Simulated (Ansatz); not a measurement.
# MnO (P6_3mc) in Ansatz: single point with PBE0

Aim: the single point of MnO with PBE0.

Everything below comes from runs of Ansatz 0.2.0. Logs are shortened: lines on timing, memory, paths and dates and some standing lists are left out, and cuts for length are marked.

**1. Starting point**

Symmetry: P6_3mc, No. 186, hexagonal system. Conventional cell: a = 3.372 Å, b = 3.372 Å, c = 5.386 Å, α = 90.00°, β = 90.00°, γ = 120.00°. Mn (site symmetry 3m) has 4 O at 1.96 to 2.08 Å as nearest neighbours. Around O (site symmetry 3m) lie 4 Mn at 1.96 to 2.08 Å.

Measurements of this composition are mostly on another form, of space group No. 225.

**2. Single point, PBE0, collinear spin, ferromagnetic start**

Input file input:

```
crystal:
  lattice:
    - [3.3717, 0.0, 0.0]
    - [-1.68585, 2.9199778539, 0.0]
    - [0.0, 0.0, 5.3855]
  atoms:
    - { symbol: Mn, position: [0.6666666667, 0.3333333333, 0.51096], spin: 4.0 }
    - { symbol: Mn, position: [0.3333333333, 0.6666666667, 0.01096], spin: 4.0 }
    - { symbol: O, position: [0.6666666667, 0.3333333333, 0.87547] }
    - { symbol: O, position: [0.3333333333, 0.6666666667, 0.37547] }
hamiltonian:
  xc: pbe0
  pseudopotentials: { kind: paw }
magnetization:
  spin_polarized: true
kpoints:
  mp_grid: { grid: [6, 6, 4] }
scf:
  occupations: { method: fermi_dirac, width: 0.05 }
output:
  forces: true
  stress: true
  eigenvalues: true
```

Potentials or basis: Ansatz PAW.

Log:

```text
Warning: output.stress: scf.convergence.dr2_threshold = 1e-7 eV (the SCF's general default) is looser than the 4e-10 eV advised for a printed stress (1e-10 eV for each atom of the cell: 4). What an SCF threshold leaves in a stress goes as its square root, and in the free energy as the threshold itself, and one threshold admits the most on a small cell: of the crystals measured, under no hybrid functional and no lock of the moments, on runs that ended without the residual-converged pass, on stresses that held no estimate of that error, the worst erred by over 100 MPa in a component at 1e-7 eV an atom and by under 5 at 1e-10. Set scf.convergence.dr2_threshold to 4e-10 eV or tighter. The threshold is an SCF's pass mark: one that does not reach it within its budget of iterations ends unconverged, or closes short of it on a stop that the run arms, and scf.convergence.dr2_threshold's page says what that costs each kind of run
Warning: output.stress: scf.exx.energy_threshold = 1e-6 eV is looser than the 4e-8 eV advised for a stress under a hybrid functional (1e-8 eV for each atom of the cell: 4). Every SCF of the exchange loop can meet its threshold on dr2 while the loop round them stops early: no threshold on dr2 bounds what that leaves in the stress. Set scf.exx.energy_threshold to 4e-8 eV or tighter. The threshold is the loop's pass mark: a loop that does not reach it within its budget of cycles ends unconverged, and scf.exx.energy_threshold's page has the law
GPUs: using 1 of 1 available (devices: 1).
Engine: ansatz 0.2.0, x86_64-unknown-linux-gnu
Pseudopotentials: kind: paw
Pseudopotential: Mn, paw, valence charge 15, recommended cutoff 420 eV (normal), Mn.paw.azcp
Pseudopotential: O, paw, valence charge 6, recommended cutoff 420 eV (normal), O.paw.azcp
Functional definition: PBE0
  parameter a = 0.25
  parameter kappa = 0.804
  parameter beta = 0.06672455060314922
  exchange = (1 - a)*pbe_x(kappa = kappa, mu = beta*pi^2/3) + a*exact_x
  correlation = pbe_c(beta = beta)
device memory: the entry about to start is reckoned to put 1.3 GiB on a device that reports 66.0 GiB free (of which the cap on the GPU budget leaves the run 18.0 GiB)
GPU FFT provider: cuFFT
GPU libraries: cuBLAS 13.8.2, cuFFT 12.4.0, cuSOLVER 12.3.4
Crystal: 4 atoms, lattice volume = 53.022 Å³
Basis set: ecut = 420 eV, 1085 PW (Γ), exchange–correlation on 48×48×72 points (8 copies of the dense FFT grid, shifted against one another)
Bands: 30, of which v1, the nominal top of the filled ones, is band 21 counted from 1 (20 counted from 0)
Symmetry: 12 space group operations
Space group: P63mc (ITA 186), of the structure as read, at distance tolerance 3.8e-5 Å
Magnetic group: BNS 186.203 (UNI 1433), of the structure as read, at distance tolerance 3.8e-5 Å
k-points: 21 of 144 (time reversal used)
Non-local potential: Mn, projectors of the file, l = 0: 3, l = 1: 2, l = 2: 3, l = 3: 1
Non-local potential: O, projectors of the file, l = 0: 2, l = 1: 2, l = 2: 1
PAW form: soft (Blöchl's): semilocal exchange-correlation on the pseudo side does not see the compensation charge
PAW frozen core: Mn, regenerated for the run's functional, and the local potential with it (the file was generated under x = pbe(κ = 0.804, μ = 0.2195149727645171), c = pbe(β = 0.06672455060314922))
PAW frozen core: O, regenerated for the run's functional, and the local potential with it (the file was generated under x = pbe(κ = 0.804, μ = 0.2195149727645171), c = pbe(β = 0.06672455060314922))
PAW one-centre angular grid: Mn, 590 points (default); XC on 64 Gauss nodes
PAW one-centre angular grid: O, 110 points (default); XC on 64 Gauss nodes
Initial density: superposition of atomic densities (chi_scale 0.1, normalization cell, long waves kept (reshape's long-wave potential 0.00 eV rms))
Starting moments: Σ|m| = 8 μB on 2 of 4 sites
Initial wavefunctions: pseudopotential atomic-orbital guess
GPU buffer pool allocated for 20736 grid points (all kernels)
GPU transforms: local potential and band sums: pruned to the plane-wave sphere, on 24×24×36
Functional: x = pbe(κ = 0.804, μ = 0.2195149727645171), c = pbe(β = 0.06672455060314922), warm-up for x = 0.75 pbe(κ = 0.804, μ = 0.2195149727645171) + 0.25 exact, c = pbe(β = 0.06672455060314922)
iter 1 solved again at ethr=8.41e-2 eV; its pass at ethr=1.00e-1 eV (dr2=3.53e1 eV) is discarded
SCF iter   1: F=—  HF=-8935.995495 eV  |F-HF|=—  |Δ(HF+E_count)|=         —  Δρ=1.56e-1 (↑1.10e-1 ↓1.56e-1)  dr2=3.50e1  dr2_m=3.31e-1  M=7.270 μB ∫|m|=7.270 μB  β_m=0.30  ethr=8.41e-2  ⟨swp⟩=2.0  Hψ=6025  notcnv=0
preconditioner: auto → Kerker (q_TF=auto, 2.624 Å⁻¹)  [metal: Δε(μ)=0.039 eV  Ē_g=9.326 eV  σ=0.050 eV  W_gap=0.19  n_scr=22 (ndim 8)  ℏωp=26.0 eV  f_vac=0.000  D(μ)=7.15/eV (n_scr^D=110)]
spin=Collinear: Kerker preconditioning applied to the charge; magnetization (m = ρ↑ − ρ↓) channel mixes plain (no charge-response kernel on spin).
iter 2 solved again at ethr=4.65e-3 eV; its pass at ethr=8.34e-2 eV (dr2=1.95e0 eV) is discarded
SCF iter   2: F=—  HF=-8931.900721 eV  |F-HF|=—  |Δ(HF+E_count)|=    4.09e0  Δρ=7.24e-2 (↑7.24e-2 ↓4.68e-2)  dr2=1.72e0  dr2_m=1.47e0  M=9.708 μB ∫|m|=9.708 μB  β_m=1.00  ethr=4.65e-3  ⟨swp⟩=3.7  Hψ=5583  notcnv=0  defer=4
[... 75 lines left out ...]
SCF 4 converged in 12 iterations: F = -8933.265764 eV  dr2 = 4.98e-11
  Residual-converged pass: ⟨swp⟩=3.0  Hψ=2542  notcnv=0  max |occ|·‖R‖ = 2.7e-7 eV (tolerance 2.7e-7 eV)  dr2=5.25e-11  dr2_m=3.20e-11  dr2_onsite=1.08e-11  max |Δocc| = 1.8e-15
hybrid outer 3: dexx = +9.203e-5 eV, tail = 1.24e-7 eV, magnetization grown 1.0077 times (not accepted), Δε = 2.65e-2 eV (about 5.26e-4 eV left of the loop's levels), ΔF = 1.75e-2 eV/Å (tail 1.44e-3)
GPU FFT provider: cuFFT
GPU libraries: cuBLAS 13.8.2, cuFFT 12.4.0, cuSOLVER 12.3.4
GPU buffer pool allocated for 20736 grid points (all kernels)
GPU transforms: local potential and band sums: pruned to the plane-wave sphere, on 24×24×36
Exchange kernel: α = 0.2500, full range, Wigner–Seitz truncation, v(0) = 13329.2519 eV·Å³, q-mesh 6×6×4, nearest image of the exchange supercell L = 20.23 Å, pair-density grid 20×20×30, without the augmentation charges, whose exchange is taken in its separable form by FFT convolution over the k-point mesh (sized by the pseudopotential files, 20×20×36 at the most), smooth part of the exact exchange by density-matrix convolution in up to 3.09 GiB of GPU memory as planned if the GPU has room (build and FFT work areas not counted)
Frozen-core exchange: fock
SCF iter   1: F=—  HF=-8933.265765 eV  |F-HF|=—  |Δ(HF+E_count)|=         —  Δρ=2.08e-6 (↑2.08e-6 ↓9.16e-7)  dr2=2.89e-9  dr2_m=6.08e-10  M=10.000 μB ∫|m|=10.000 μB  β_m=0.30  ethr=1.47e-9  ⟨swp⟩=4.0  Hψ=2957  notcnv=0
preconditioner: auto → none  [insulator: Δε(μ)=1.227 eV  Ē_g=14.187 eV  σ=0.050 eV  W_gap=1.00  n_scr=22 (ndim 8)  ℏωp=26.0 eV  f_vac=0.053  D(μ)=0.00/eV (n_scr^D=0)]
SCF iter   2: F=—  HF=-8933.265765 eV  |F-HF|=—  |Δ(HF+E_count)|=   5.17e-9  Δρ=1.66e-6 (↑1.66e-6 ↓7.12e-7)  dr2=7.85e-10  dr2_m=4.82e-10  M=10.000 μB ∫|m|=10.000 μB  β_m=0.42  ethr=4.57e-12  ⟨swp⟩=4.0  Hψ=3438  notcnv=0  defer=1
SCF iter   3: F=—  HF=-8933.265765 eV  |F-HF|=—  |Δ(HF+E_count)|=  7.99e-10  Δρ=8.98e-7 (↑8.98e-7 ↓4.35e-7)  dr2=1.20e-10  dr2_m=1.62e-10  M=10.000 μB ∫|m|=10.000 μB  β_m=0.57  ethr=1.50e-12  ⟨swp⟩=3.5  Hψ=2686  notcnv=0  defer=1
SCF iter   4: F=-8933.265765 eV  HF=-8933.265765 eV  |F-HF|=6.00e-11  |Δ(HF+E_count)|=  1.31e-10  Δρ=3.33e-7 (↑3.33e-7 ↓2.84e-7)  dr2=7.82e-11  dr2_m=2.54e-11  M=10.000 μB ∫|m|=10.000 μB  ethr=1.20e-12 (applied; sched 1.00e-12)  ⟨swp⟩=3.0  Hψ=2544  notcnv=0
SCF 5 converged in 4 iterations: F = -8933.265765 eV  dr2 = 7.82e-11
  Residual-converged pass: ⟨swp⟩=3.0  Hψ=2575  notcnv=0  max |occ|·‖R‖ = 2.6e-7 eV (tolerance 2.7e-7 eV)  dr2=8.10e-11  dr2_m=2.60e-11  dr2_onsite=1.27e-11  max |Δocc| = 2.2e-16
hybrid outer 4: dexx = +7.672e-9 eV, tail = 3.70e-10 eV, Δε = 3.16e-4 eV (about 2.34e-5 eV left of the loop's levels), ΔF = 3.81e-4 eV/Å (tail 7.74e-5)
this state was not tested for a lower state beside it, because the functional holds exact exchange (a hybrid, or Hartree-Fock), whose exchange loop this test does not read (fock_operator); the stability check (scf.self_checks: high) cannot read this state: a pseudopotential is PAW: the check reads norm-conserving sets alone
hybrid SCF converged: 4 outer / 25 inner (+15 warm-up), last move |dexx| = 7.67e-9 eV, tail = 3.70e-10 eV
Magnetization: 10.0000 μB (26.0000 up, 16.0000 down)
Absolute magnetization: 10.0000 μB (∫|ρ↑−ρ↓|, with the PAW one-centre terms)
Spin contamination: 0.0101 ħ² per cell (⟨S²⟩ above its minimum at these occupations)
Per-site moments (μB) at R_I (Å): [(3.9825107392510346, 0.8097657995624999), (3.982510739251037, 0.8097657995625), (0.18069201075411437, 0.8097657995624999), (0.1806920107541148, 0.8097657995625)]
Free energy (F): -8933.265765 eV
Frozen-core exchange: fock
Harris-Foulkes:  -8933.265765 eV  (|F-HF|=6.00e-11)
Internal energy: -8933.265765 eV  (E = F + TS)
E sigma→0 (E₀):  -8933.265765 eV
Entropy (-TS):   -0.000000 eV (-0.000 meV/atom)
Fermi energy:    9.584412 eV
--- Per-component energies (eV) ---
  E_band       = -736.072063
  E_kinetic    = 951.005133
  E_local      = -5234.435960  (includes V_loc(G=0)·N_el)
  E_nonlocal   = 607.019982
  E_hartree    = 2120.587140
  E_xc         = -284.216888
  E_vxc        = -362.868166  (∫ρ·V_xc dr)
  E_exx        = -190.841804  (= α·E_x^exact, valence–valence)
  E_paw        = -2829.766818  (= ΣΔE_a)
  E_vpaw       = -556.288303  (= ΣTr[D̂ρ^β])
  E_aug_tail   = 0.004821  (compensation charges beyond the density's cutoff)
  E_ewald      = -4072.174031
  E_core_change = -0.447338  (= ΣΔE_core)
  E_smearing   = -0.000000  (= −TS)
  E_closure    = 0.000000  (closes the sum)
  Σ components = -8933.265765   (vs F -8933.265765, Δ=1.82e-12)
--- Forces (eV/Å), atoms counted from 1 ---
  atom   1  Mn     0.00000000     0.00000000    -0.77976562
  atom   2  Mn     0.00000000    -0.00000000    -0.77976562
  atom   3  O      0.00000000    -0.00000000     0.77977921
  atom   4  O      0.00000000     0.00000000     0.77977921
  max |Σ_I F_I| component: 2.72e-5 eV/Å
--- Stress (GPa, compression-positive) ---
        2.127114      -0.000000       0.000000
        0.000000       2.127114       0.000000
        0.000000       0.000000      10.634470
  P = ⅓ Tr σ = 4.9629 GPa (49.629 kbar)
--- Band table (eV; the first three rows and the last of 42) ---
  k-point 0 ↑: bands = ["-77.3433", "-77.3399", "-44.7755", "-44.7651", "-44.7651", "-44.7586", "-44.7586", "-44.7365", "-12.2690", "-11.7218", "1.8809", "2.2338", "2.4094", "2.4094", "2.8182", "2.8182", "5.1322", "5.1322", "5.6460", "5.6460", "5.7041", "7.7563", "7.7563", "8.8432", "8.9399", "8.9399", "10.1667", "15.4873", "17.4806", "23.4799"]
  k-point 1 ↑: bands = ["-77.3428", "-77.3403", "-44.7697", "-44.7641", "-44.7641", "-44.7595", "-44.7595", "-44.7422", "-12.1873", "-11.7999", "1.7608", "2.0337", "2.4465", "2.4465", "2.7317", "2.7317", "5.2325", "5.2325", "5.6072", "5.6072", "6.2595", "7.9181", "7.9181", "8.2643", "8.7609", "8.7609", "11.1169", "14.4232", "18.5257", "22.5328"]
  k-point 2 ↑: bands = ["-77.3416", "-77.3416", "-44.7618", "-44.7618", "-44.7618", "-44.7618", "-44.7560", "-44.7560", "-11.9918", "-11.9918", "1.7518", "1.7518", "2.5651", "2.5651", "2.5651", "2.5651", "5.4477", "5.4477", "5.4477", "5.4477", "7.3376", "7.3376", "8.3330", "8.3330", "8.3330", "8.3330", "12.7335", "12.7335", "20.3294", "20.3294"]
  k-point 20 ↓: bands = ["-71.1211", "-71.1211", "-38.1001", "-38.1001", "-38.0835", "-38.0835", "-38.0499", "-38.0499", "-11.1113", "-11.1113", "3.2454", "3.2454", "3.6393", "3.6393", "4.8056", "4.8056", "13.2660", "13.2660", "14.5145", "14.5145", "15.2185", "15.2185", "15.5795", "15.5795", "16.0009", "16.0009", "19.8514", "19.8514", "19.9976", "19.9976"]
```

Run time: 42 s. Hardware: 1 × NVIDIA H100 80GB HBM3 with 2 threads of AMD EPYC 7R13 (Zen 3), shared host; peak memory 2.5 GiB.

Results:

```
Free energy            : -8933.2658 eV
Pressure               : 5.0 GPa
Largest force          : 0.780 eV/Å
Band gap on the k mesh : 1.23 eV, direct
Net moment             : 10.00 μB per cell
Absolute moment        : 10.00 μB per cell
Site moments           : Mn +3.98; O +0.18 μB
```

Forces in eV/Å, atoms in the order of the input:
```
Mn   0.000  0.000 -0.780
Mn   0.000  0.000 -0.780
O    0.000  0.000  0.780
O    0.000  0.000  0.780
```

Stress tensor (GPa, compression positive):
```
 2.13  0.00  0.00
 0.00  2.13  0.00
 0.00  0.00 10.63
```

Caveat: the magnetic or orbital state may not be the lowest; the pressure holds a Pulay correction of +0.5 GPa for the finite cutoff; only a ferromagnetic start was run, and an antiferromagnetic order may lie lower in energy; the PAW data sets come from PBE, with cores solved anew for the run's functional, which leaves a small shift of forces and pressure; the thresholds are loose for stress.
